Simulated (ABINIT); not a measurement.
Runs of ABINIT 10.8.3 (patched build) on TiAl3. It takes space group I4/mmm (No. 139, tetragonal). The conventional cell has a = 3.822 Å, b = 3.822 Å, c = 8.561 Å, α = 90.00°, β = 90.00°, γ = 90.00°. Ti (site symmetry 4/mmm) is surrounded by 12 Al at 2.70 to 2.87 Å. Around Al (site symmetry -4m2) lie 8 Al at 2.70 to 2.87 Å and 4 Ti at 2.87 Å. Al (site symmetry 4/mmm) has 4 Ti at 2.70 Å and 8 Al at 2.87 Å as nearest neighbours. The cell comes from a database or a generator and needn't be the stable form of this composition.

| task | level | potentials or basis | cell | k mesh | cutoff (eV) | fine-grid cutoff | cell freedom (optcell) | cutoff smearing ecutsm (Ha) | optimiser (ionmov) | force stop (Ha/bohr) | mesh quality | gap on the mesh (eV) | pressure (GPa) | V0 of scaled cells (Å³/atom) | relaxed volume (Å³/atom) | B0 (GPa) |
| --- | --- | --- | --- | --- | --- | --- | --- | --- | --- | --- | --- | --- | --- | --- | --- | --- |
| band structure | PBEsol | PseudoDojo NC SR PBEsol v0.4.1 standard | as given | 10 × 10 × 10 | 1143 | - | - | - | - | - | not flagged | none | -0.6 | - | - | - |
| equation of state | PBE | JTH PAW PBE v2.0 | as given | 10 × 10 × 10 | 408 | 816.342 eV | - | - | - | - | not flagged | - | - | (b) | - | 106 |
| relaxation of cell and atoms | PBEsol | JTH PAW PBE v2.0 | relaxed | 10 × 10 × 10 | 408 | 816.342 eV | 2 | 0.5 | 2 | 5e-05 | not flagged | none | 0.0 | - | 15.62 | - |
| relaxation of cell and atoms | PBE+D3(BJ) | JTH PAW PBE v2.0 | relaxed | 6 × 6 × 6 | 408 | 816.342 eV | - | 0.5 | - | - | coarse | none | 0.0 | - | 15.30 | - |
| relaxation of cell and atoms | PBE+D4 | JTH PAW PBE v2.0 | relaxed | 6 × 6 × 6 | 408 | 816.342 eV | - | 0.5 | - | - | coarse | none | 0.0 | - | 15.48 | - |
| equation of state | PBEsol | PseudoDojo NC SR PBEsol v0.4.1 standard | as given | 10 × 10 × 10 | 1143 | - | - | - | - | - | not flagged | - | - | 15.55 | - | 112 |
| relaxation of cell and atoms | PBE | JTH PAW PBE v2.0 | relaxed | 6 × 6 × 6 | 408 | 816.342 eV | - | 0.5 | - | - | coarse | none | 0.0 | - | 15.94 | - |
| single point | PBE | JTH PAW PBE v2.0 | as given | 10 × 10 × 10 | 408 | 816.342 eV | - | - | - | - | not flagged | none | 2.1 | - | - | - |
| relaxation of cell and atoms | PBE+D3 | JTH PAW PBE v2.0 | relaxed | 6 × 6 × 6 | 408 | 816.342 eV | - | 0.5 | - | - | coarse | none | 0.0 | - | 15.46 | - |
| relaxation of cell and atoms | r2SCAN | JTH PAW PBE v2.0 | relaxed | 8 × 8 × 8 | 490 | 979.61 eV | 2 | 0.5 | 2 | 0.0001 | not flagged | none | - | - | 15.69 | - |
| relaxation of cell and atoms | LDA | JTH PAW LDA v2.0 | relaxed | 10 × 10 × 10 | 408 | 816.342 eV | 2 | 0.5 | 2 | 5e-05 | not flagged | none | 0.0 | - | (a) | - |

Alike in all rows: no spin polarisation; smearing fermi-dirac 0.05 eV.

Fill in the values left out.

(a) 15.16; (b) 15.95.

Caveats: some runs use coarse meshes; pairwise dispersion overbinds metals, which lowers pressure and volume (some runs); pressures at fixed basis lie under the slope of the energies (some runs); the cell was scaled at fixed shape and fractional positions, which overstates the stiffness of a crystal with free parameters, most of all of layers and chains (some runs); the PAW data sets were made with another functional, which shifts forces and pressure a little (some runs).

A k mesh can miss the band edges.

A gap of «none» marks a metal or a gap under the smearing width.

Not every run made on this cell is shown here.
